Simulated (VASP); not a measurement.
## A VASP 6.6.1 single-point calculation on SrTiO3

INCAR

```
LCHARG = .FALSE.
METAGGA = MS2
LREAL = .FALSE.
LWAVE = .FALSE.
NELM = 62
LASPH = .TRUE.
NBANDS = 28
SIGMA = 0.02
ISMEAR = -1
IBRION = -1
EDIFF = 1E-7
NSW = 0
ENCUT = 520
PREC = Accurate
ISIF = 2
```

KPOINTS

```
KPOINTS created by Atomic Simulation Environment
0
Monkhorst-Pack
6 6 6
0 0 0
```

POSCAR

```
Sr Ti O
 1.0000000000000000
     3.9459200166000001    0.0000000000000000    0.0000000000000000
     0.0000000000000000    3.9459200166000001    0.0000000000000000
     0.0000000000000000    0.0000000000000000    3.8839062165999998
 Sr  Ti  O
   1   1   3
Cartesian
  0.0000000000000000  0.0000000000000000  0.0000000000000000
  1.9729600083000001  1.9729600083000001  1.9419531082999999
  1.9729600083000001  1.9729600083000001  0.0000000000000000
  1.9729600083000001  0.0000000000000000  1.9419531082999999
  0.0000000000000000  1.9729600083000001  1.9419531082999999
```

The recommended PBE PAW datasets give the neutral cell 40 valence electrons.

Command

```
mpirun -np 1 vasp_std
```

Q: Predict the outcome of this run.

A: It converged. Results: gap between bands v and c on the k mesh 2.54 eV; least direct gap on the k mesh 3.07 eV; pressure -1.3 GPa. Band v is the last that the valence electrons fill when counted band by band, and c is the next.

OSZICAR

```
N       E                     dE             d eps       ncg     rms          rms(c)
DAV:   1     0.376319952337E+03    0.37632E+03   -0.19852E+04  1008   0.150E+03
DAV:   2    -0.509728663299E+02   -0.42729E+03   -0.40790E+03  1132   0.432E+02
DAV:   3    -0.962817619406E+02   -0.45309E+02   -0.44725E+02  1668   0.132E+02
DAV:   4    -0.984315111903E+02   -0.21497E+01   -0.21171E+01  1468   0.248E+01
DAV:   5    -0.984981063680E+02   -0.66595E-01   -0.66543E-01  1392   0.362E+00    0.296E+01
DAV:   6    -0.482000285980E+02    0.50298E+02   -0.71684E+01  1524   0.766E+01    0.840E+00
DAV:   7    -0.535944752610E+02   -0.53944E+01   -0.37408E+01  1332   0.208E+01    0.104E+01
DAV:   8    -0.552548704514E+02   -0.16604E+01   -0.14092E+00  1476   0.480E+00    0.124E+01
DAV:   9    -0.528322539184E+02    0.24226E+01   -0.55248E+00  1612   0.125E+01    0.618E+00
DAV:  10    -0.527409942170E+02    0.91260E-01   -0.96586E-01  1504   0.618E+00    0.508E+00
...
DAV:  44    -0.527211248381E+02    0.14961E-06   -0.62236E-09   528   0.666E-04    0.946E-04
DAV:  45    -0.527211240236E+02    0.81453E-06   -0.33533E-08   536   0.111E-03    0.724E-04
DAV:  46    -0.527211236494E+02    0.37418E-06   -0.99522E-09   528   0.750E-04    0.581E-04
DAV:  47    -0.527211231753E+02    0.47408E-06   -0.19408E-08   528   0.833E-04    0.504E-04
DAV:  48    -0.527211227112E+02    0.46417E-06   -0.10401E-08   528   0.655E-04    0.318E-04
DAV:  49    -0.527211222675E+02    0.44369E-06   -0.18986E-08   528   0.620E-04    0.271E-04
DAV:  50    -0.527211221252E+02    0.14226E-06   -0.67017E-09   528   0.631E-04    0.190E-04
DAV:  51    -0.527211219042E+02    0.22097E-06   -0.55447E-09   528   0.411E-04    0.174E-04
DAV:  52    -0.527211218807E+02    0.23578E-07   -0.19824E-09   528   0.376E-04
   1 F= -.52721122E+02 E0= -.52721122E+02  d E =-.357311E-13
```

The shifted mesh misses Γ, so a band edge there is missed.

For comparison, a separate PBE run of the intended cell, on usual settings and not on those above, gives a gap of 1.80 eV on its mesh and a pressure of 2.2 GPa.
